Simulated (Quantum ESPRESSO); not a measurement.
# Ca (Fm-3m) in Quantum ESPRESSO: equation of state, part 2 of 2

Quantum ESPRESSO 7.5.

### 3 Single point, PBEsol, 41.89 Å³/atom

File pw.in:

```
&CONTROL
  calculation = 'scf'
  prefix = 'pwscf'
  outdir = './tmp'
  pseudo_dir = './pseudo'
  tprnfor = .true.
  tstress = .true.
  disk_io = 'nowf'
/
&SYSTEM
  ibrav = 0
  nat = 1
  ntyp = 1
  ecutwfc = 45
  ecutrho = 360
  nbnd = 10
  occupations = 'smearing'
  smearing = 'fd'
  degauss = 0.00367493
/
&ELECTRONS
  conv_thr = 2d-10
  electron_maxstep = 120
  mixing_beta = 0.5
/
ATOMIC_SPECIES
Ca    40.0780 ca_pbesol_v1.uspp.F.UPF
CELL_PARAMETERS angstrom
   0.0000000000    2.7564359112    2.7564359112
   2.7564359112    0.0000000000    2.7564359112
   2.7564359112    2.7564359112    0.0000000000
ATOMIC_POSITIONS crystal
Ca     0.0000000000    0.0000000000    0.0000000000
K_POINTS automatic
8 8 8 0 0 0
```

Potentials or basis: GBRV 1.5 PBEsol.

Launch:

```sh
$ OMP_NUM_THREADS=1 mpirun -n 2 pw.x -nk 2 -in pw.in > pw.out
```

Run time: 4.2 s. Hardware: 2 MPI ranks of Arm Neoverse V1, shared host; peak memory 0.2 GiB.

It converged, with:

| Item | Value |
| --- | --- |
| Free energy | -1018.3105 eV |
| Pressure | -0.6 GPa |
| Band gap on the k mesh | none (metal or under the smearing width) |

### 4 Single point, PBEsol, 42.76 Å³/atom

pw.in: that of step 3 with these lines changed.

```diff
@@ -28,5 +28,5 @@
 CELL_PARAMETERS angstrom
-   0.0000000000    2.7564359112    2.7564359112
-   2.7564359112    0.0000000000    2.7564359112
-   2.7564359112    2.7564359112    0.0000000000
+   0.0000000000    2.7754464148    2.7754464148
+   2.7754464148    0.0000000000    2.7754464148
+   2.7754464148    2.7754464148    0.0000000000
 ATOMIC_POSITIONS crystal
```

Potentials or basis: GBRV 1.5 PBEsol.

Launch:

```sh
$ OMP_NUM_THREADS=1 mpirun -n 2 pw.x -nk 2 -in pw.in > pw.out
```

pw.out:

```text
This program is part of the open-source Quantum ESPRESSO suite
     for quantum simulation of materials; please cite
[... 6 lines left out ...]
     using ibrav=0 with symmetry is DISCOURAGED, use correct ibrav instead

     K-points division:     npool     =       2
     Subspace diagonalization in iterative solution of the eigenvalue problem:
     a serial algorithm will be used

     G-vector sticks info
     --------------------
     sticks:   dense  smooth     PW     G-vecs:    dense   smooth      PW
     Sum        1369     673    211                33319    11791    2085

     Using Slab Decomposition

     bravais-lattice index     =            0
     lattice parameter (alat)  =       7.4173  a.u.
     unit-cell volume          =     288.5527 (a.u.)^3
     number of atoms/cell      =            1
     number of atomic types    =            1
     number of electrons       =        10.00
     number of Kohn-Sham states=           10
     kinetic-energy cutoff     =      45.0000  Ry
     charge density cutoff     =     360.0000  Ry
     scf convergence threshold =      2.0E-10
     mixing beta               =       0.5000
     number of iterations used =            8  plain     mixing
     Exchange-correlation= SLA  PW   PSX  PSC
                           (   1   4  10   8   0   0   0)

     celldm(1)=   7.417315  celldm(2)=   0.000000  celldm(3)=   0.000000
     celldm(4)=   0.000000  celldm(5)=   0.000000  celldm(6)=   0.000000

     crystal axes: (cart. coord. in units of alat)
               a(1) = (   0.000000   0.707107   0.707107 )
               a(2) = (   0.707107   0.000000   0.707107 )
               a(3) = (   0.707107   0.707107   0.000000 )

     reciprocal axes: (cart. coord. in units 2 pi/alat)
               b(1) = ( -0.707107  0.707107  0.707107 )
               b(2) = (  0.707107 -0.707107  0.707107 )
               b(3) = (  0.707107  0.707107 -0.707107 )

     PseudoPot. # 1 for Ca read from file:
     ca_pbesol_v1.uspp.F.UPF
     Pseudo is Ultrasoft + core correction, Zval = 10.0
     Generated by new atomic code, or converted to UPF format
     Using radial grid of  845 points,  6 beta functions with:
                l(1) =   0
                l(2) =   0
                l(3) =   1
                l(4) =   1
                l(5) =   2
                l(6) =   2
     Q(r) pseudized with  8 coefficients,  rinner =    1.500   1.500   1.500
                                                       1.500   1.500

     atomic species   valence    mass     pseudopotential
     Ca               10.00    40.07800     Ca( 1.00)

     48 Sym. Ops., with inversion, found

   Cartesian axes

     site n.     atom                  positions (alat units)
         1        Ca     tau(   1) = (   0.0000000   0.0000000   0.0000000  )

     number of k points=    29  Fermi-Dirac smearing, width (Ry)=  0.0037
                       cart. coord. in units 2pi/alat
        k(    1) = (   0.0000000   0.0000000   0.0000000), wk =   0.0039062
        k(    2) = (   0.0883883   0.0883883  -0.0883883), wk =   0.0312500
        k(    3) = (   0.1767767   0.1767767  -0.1767767), wk =   0.0312500
        k(    4) = (   0.2651650   0.2651650  -0.2651650), wk =   0.0312500
        k(    5) = (  -0.3535534  -0.3535534   0.3535534), wk =   0.0156250
        k(    6) = (   0.1767767   0.0000000   0.0000000), wk =   0.0234375
[... 21 lines left out ...]
        k(   28) = (  -0.7071068   0.1767767  -0.0000000), wk =   0.0468750
        k(   29) = (  -0.7071068   0.3535534   0.0000000), wk =   0.0234375

     Dense  grid:    33319 G-vectors     FFT dimensions: (  45,  45,  45)

     Smooth grid:    11791 G-vectors     FFT dimensions: (  32,  32,  32)

     Initial potential from superposition of free atoms

     starting charge       9.9948, renormalised to      10.0000
     Starting wfcs are   10 randomized atomic wfcs

     Self-consistent Calculation

     iteration #  1     ecut=    45.00 Ry     beta= 0.50
     Davidson diagonalization with overlap
     ethr =  1.00E-02,  avg # of iterations =  2.4

     Threshold (ethr) on eigenvalues was too large:
     Diagonalizing with lowered threshold

     Davidson diagonalization with overlap
     ethr =  1.77E-05,  avg # of iterations =  5.5

     total energy              =     -74.84397451 Ry
     estimated scf accuracy    <       0.00131814 Ry
[... 29 lines left out ...]
     iteration #  6     ecut=    45.00 Ry     beta= 0.50
     Davidson diagonalization with overlap
     ethr =  1.21E-10,  avg # of iterations =  2.2

     End of self-consistent calculation

          k = 0.0000 0.0000 0.0000 (  1459 PWs)   bands (ev):

   -37.0387 -18.0308 -18.0308 -18.0308   0.8377   7.1583   7.1583   7.1583
     8.2193   8.2193
[... 93 lines left out ...]
   -37.0217 -18.1349 -18.1082 -18.0698   4.8823   5.2479   5.6527   8.0739
     8.8068   9.0917

          k =-0.7071 0.0000 0.0000 (  1476 PWs)   bands (ev):

   -37.0214 -18.1567 -18.0799 -18.0799   4.4028   5.4231   5.7808   8.8929
     9.0780   9.0780

          k = 0.3536 0.1768 0.0000 (  1470 PWs)   bands (ev):
[... 26 lines left out ...]
   -37.0226 -18.1266 -18.1092 -18.0661   4.4571   5.6051   5.6550   7.6437
     8.6142   9.2201

          k =-0.7071 0.1768-0.0000 (  1476 PWs)   bands (ev):

   -37.0214 -18.1455 -18.0912 -18.0804   4.6734   5.4417   5.6865   8.1618
     9.0790   9.3614

          k =-0.7071 0.3536 0.0000 (  1480 PWs)   bands (ev):

   -37.0214 -18.1184 -18.1184 -18.0810   5.0553   5.5283   5.5283   7.3642
     9.0801  10.0107

     the Fermi energy is     4.8037 ev

!    total energy              =     -74.84415440 Ry
     estimated scf accuracy    <          9.3E-11 Ry
     smearing contrib. (-TS)   =      -0.00086809 Ry
     internal energy E=F+TS    =     -74.84328631 Ry

     The total energy is F=E-TS. E is the sum of the following terms:
     one-electron contribution =     -39.51076272 Ry
     hartree contribution      =      20.00907471 Ry
     xc contribution           =     -11.63323282 Ry
     ewald contribution        =     -43.70836547 Ry

     convergence has been achieved in   6 iterations

     Forces acting on atoms (cartesian axes, Ry/au):

     atom    1 type  1   force =     0.00000000    0.00000000    0.00000000

     Total force =     0.000000     Total SCF correction =     0.000000

     Computing stress (Cartesian axis) and pressure

          total   stress  (Ry/bohr**3)                   (kbar)     P=       -8.93
  -0.00006072  -0.00000000  -0.00000000           -8.93       -0.00       -0.00
  -0.00000000  -0.00006072  -0.00000000           -0.00       -8.93       -0.00
  -0.00000000  -0.00000000  -0.00006072           -0.00       -0.00       -8.93

=------------------------------------------------------------------------------=
   JOB DONE.
=------------------------------------------------------------------------------=
```

Run time: 4.3 s. Hardware: 2 MPI ranks of Arm Neoverse V1, shared host; peak memory 0.22 GiB.

Results:

| Property | Result |
| --- | --- |
| Free energy | -1018.3066 eV |
| Pressure | -0.9 GPa |
| Band gap on the k mesh | none (metal or under the smearing width) |

### 5 Single point, PBEsol, 43.63 Å³/atom

pw.in: that of step 4 with these lines changed.

```diff
@@ -28,5 +28,5 @@
 CELL_PARAMETERS angstrom
-   0.0000000000    2.7754464148    2.7754464148
-   2.7754464148    0.0000000000    2.7754464148
-   2.7754464148    2.7754464148    0.0000000000
+   0.0000000000    2.7942000000    2.7942000000
+   2.7942000000    0.0000000000    2.7942000000
+   2.7942000000    2.7942000000    0.0000000000
 ATOMIC_POSITIONS crystal
```

Launch:

```sh
$ OMP_NUM_THREADS=1 mpirun -n 2 pw.x -nk 2 -in pw.in > pw.out
```

Run time: 4.3 s. Hardware: 2 MPI ranks of Arm Neoverse V1, shared host; peak memory 0.22 GiB.

It converged, with:

```
Free energy            : -1018.3010 eV
Pressure               : -1.2 GPa
Band gap on the k mesh : none (metal or under the smearing width)
```

### 6 Single point, PBEsol, 44.50 Å³/atom

pw.in: that of step 5 with these lines changed.

```diff
@@ -28,5 +28,5 @@
 CELL_PARAMETERS angstrom
-   0.0000000000    2.7942000000    2.7942000000
-   2.7942000000    0.0000000000    2.7942000000
-   2.7942000000    2.7942000000    0.0000000000
+   0.0000000000    2.8127051751    2.8127051751
+   2.8127051751    0.0000000000    2.8127051751
+   2.8127051751    2.8127051751    0.0000000000
 ATOMIC_POSITIONS crystal
```

Potentials or basis: GBRV 1.5 PBEsol.

Launch:

```sh
$ OMP_NUM_THREADS=1 mpirun -n 2 pw.x -nk 2 -in pw.in > pw.out
```

Wall time 5.8 s (2 MPI ranks of Arm Neoverse V1, shared host); peak memory 0.22 GiB.

It converged, with:

```yaml
Free_energy: -1018.2939 eV
Pressure: -1.5 GPa
Band_gap_on_the_k_mesh: none (metal or under the smearing width)
```

### 7 Single point, PBEsol, 45.38 Å³/atom

pw.in: that of step 6 with these lines changed.

```diff
@@ -28,5 +28,5 @@
 CELL_PARAMETERS angstrom
-   0.0000000000    2.8127051751    2.8127051751
-   2.8127051751    0.0000000000    2.8127051751
-   2.8127051751    2.8127051751    0.0000000000
+   0.0000000000    2.8309700062    2.8309700062
+   2.8309700062    0.0000000000    2.8309700062
+   2.8309700062    2.8309700062    0.0000000000
 ATOMIC_POSITIONS crystal
```

Launch:

```sh
$ OMP_NUM_THREADS=1 mpirun -n 2 pw.x -nk 2 -in pw.in > pw.out
```

Wall time 7 s (2 MPI ranks of Arm Neoverse V1, shared host); peak memory 0.22 GiB.

The run converged. Its results:

```
Free energy            : -1018.2854 eV
Pressure               : -1.7 GPa
Band gap on the k mesh : none (metal or under the smearing width)
```

### 8 Single point, PBEsol, 46.25 Å³/atom

pw.in: that of step 7 with these lines changed.

```diff
@@ -28,5 +28,5 @@
 CELL_PARAMETERS angstrom
-   0.0000000000    2.8309700062    2.8309700062
-   2.8309700062    0.0000000000    2.8309700062
-   2.8309700062    2.8309700062    0.0000000000
+   0.0000000000    2.8490021484    2.8490021484
+   2.8490021484    0.0000000000    2.8490021484
+   2.8490021484    2.8490021484    0.0000000000
 ATOMIC_POSITIONS crystal
```

Launch:

```sh
$ OMP_NUM_THREADS=1 mpirun -n 2 pw.x -nk 2 -in pw.in > pw.out
```

Run time: 6.6 s. Hardware: 2 MPI ranks of Arm Neoverse V1, shared host; peak memory 0.22 GiB.

It converged, with:

```yaml
Free_energy: -1018.2757 eV
Pressure: -1.9 GPa
Band_gap_on_the_k_mesh: none (metal or under the smearing width)
```

### 9 Equation of state, PBEsol

Potentials or basis: GBRV 1.5 PBEsol.

This step only gathers the single runs of the series.

Results:

- Equilibrium volume: 40.55 Å³/atom (rough: see the caveat)
- Bulk modulus: 18.0 GPa (rough)

Energy against volume, from the lowest point:
| volume (Å³/atom) | energy (meV/atom) |
| --- | --- |
| 41.014 | 0.00 |
| 41.886 | 2.08 |
| 42.759 | 5.98 |
| 43.632 | 11.56 |
| 44.504 | 18.65 |
| 45.377 | 27.15 |
| 46.250 | 36.90 |

Caveat: the minimum lies outside the volumes run.
